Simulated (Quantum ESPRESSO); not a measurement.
Runs of Quantum ESPRESSO 7.5 on MgB2. Symmetry: P6/mmm, No. 191, hexagonal system. Conventional cell: a = 3.085 Å, b = 3.085 Å, c = 3.523 Å, α = 90.00°, β = 90.00°, γ = 120.00°. Mg (site symmetry 6/mmm) has 12 B at 2.51 Å as nearest neighbours. Around B (site symmetry -6m2) lie 3 B at 1.78 Å. 

```csv
task,level,potentials or basis,cell,k mesh,cutoff (eV),smearing,form of the LDA correlation,k mesh for the Wannier functions,gap on the mesh (eV),pressure (GPa),V0 of scaled cells (Å³/atom),B0 (GPa)
phonons,LDA,JTH 2.0 LDA,relaxed,10 × 10 × 8,490,gaussian 0.136 eV,PW92,-,none,-0.1,-,-
Wannier functions,LDA,GBRV 1.5 LDA,as given,8 × 8 × 6,612,fermi-dirac 0.05 eV,PZ81,6 × 6 × 5,none,-7.1,-,-
phonons,PBEsol,GBRV 1.5 PBEsol,relaxed,10 × 10 × 8,612,gaussian 0.2 eV,-,-,none,0.0,-,-
phonons,PBE+D2,SG15 PBE 1.2,as given,8 × 8 × 7,952,methfessel-paxton 0.2 eV,-,-,none,-5.5,-,-
band structure,PBEsol,PseudoDojo 0.4.1 SR PBEsol standard,as given,10 × 10 × 8,1143,fermi-dirac 0.05 eV,-,-,none,-2.6,-,-
equation of state,PBEsol,PseudoDojo 0.4.1 SR PBEsol standard,as given,10 × 10 × 8,1143,fermi-dirac 0.05 eV,-,-,-,-,(b),(a)
equation of state,PBE,SSSP 1.3 efficiency PBE,as given,10 × 10 × 8,748,fermi-dirac 0.05 eV,-,-,-,-,9.60,153
single point,PBE,SSSP 1.3 efficiency PBE,as given,10 × 10 × 8,748,fermi-dirac 0.05 eV,-,-,none,-1.4,-,-
```

Alike in all rows: no spin polarisation.

Q: Fill in the values left out.

A: (a) 155; (b) 9.51.

Caveats: the mesh is thin for the phonons of a metal (some runs); the cell was scaled at fixed shape and fractional positions, which overstates the stiffness of a crystal with free parameters, most of all of layers and chains (some runs); the cutoff is low for these files, which shifts pressure and relaxed volume (some runs); the Wannier minimisation didn't converge (some runs); before the sum rule the acoustic modes lie tens of cm⁻¹ from zero, a sign that the density grid also shifts the optical modes (some runs); the cell is more than 3 GPa from zero pressure, which shifts response properties (some runs); pairwise dispersion overbinds metals, which lowers pressure and volume (some runs).

A k mesh can miss the band edges.

A gap of «none» marks a metal or a gap under the smearing width.

Not every run made on this cell is shown here.
